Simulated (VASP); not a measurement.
Elastic constants (GPa) of a crystal from VASP 6.6.1 with PBEsol GGA, VASP's PBE PAW potentials (set 64):

```json
[
 {"": "xx", "xx": "126.2", "yy": "47.6", "zz": "47.6", "yz": "0.0", "xz": "0.0", "xy": "0.0"},
 {"": "yy", "xx": "47.6", "yy": "126.2", "zz": "47.6", "yz": "0.0", "xz": "0.0", "xy": "0.0"},
 {"": "zz", "xx": "47.6", "yy": "47.6", "zz": "126.2", "yz": "0.0", "xz": "0.0", "xy": "0.0"},
 {"": "yz", "xx": "0.0", "yy": "0.0", "zz": "0.0", "yz": "32.3", "xz": "0.0", "xy": "0.0"},
 {"": "xz", "xx": "0.0", "yy": "0.0", "zz": "0.0", "yz": "0.0", "xz": "32.3", "xy": "0.0"},
 {"": "xy", "xx": "0.0", "yy": "0.0", "zz": "0.0", "yz": "0.0", "xz": "0.0", "xy": "32.3"}
]
```

Task: Work out the Voigt, Reuss and Hill moduli, Young's modulus and Poisson's ratio.

Result: All eigenvalues are positive (smallest 32.3 GPa), so the crystal is stable. K_V = (C11+C22+C33+2(C12+C13+C23))/9 = (378.6 + 2×142.8)/9 = 73.8 GPa; G_V = (378.6 − 142.8 + 3×96.9)/15 = 35.1 GPa. From the compliances, K_R = 73.8 GPa and G_R = 34.8 GPa. Hill: K = 73.8 GPa, G = 34.9 GPa, E = 9KG/(3K+G) = 90.5 GPa, ν = (3K−2G)/(2(3K+G)) = 0.296. K/G = 2.11, above Pugh's 1.75; universal anisotropy A^U = 0.05.

Task: With a density of 4.35 g/cm³, what are the mean sound speeds?

Result: v_l = √((K+4G/3)/ρ) = 5.26 km/s and v_t = √(G/ρ) = 2.83 km/s. The crystal is SrF2 (fluorite), cubic.

The compound is SrF2 in the fluorite structure. It was relaxed first.
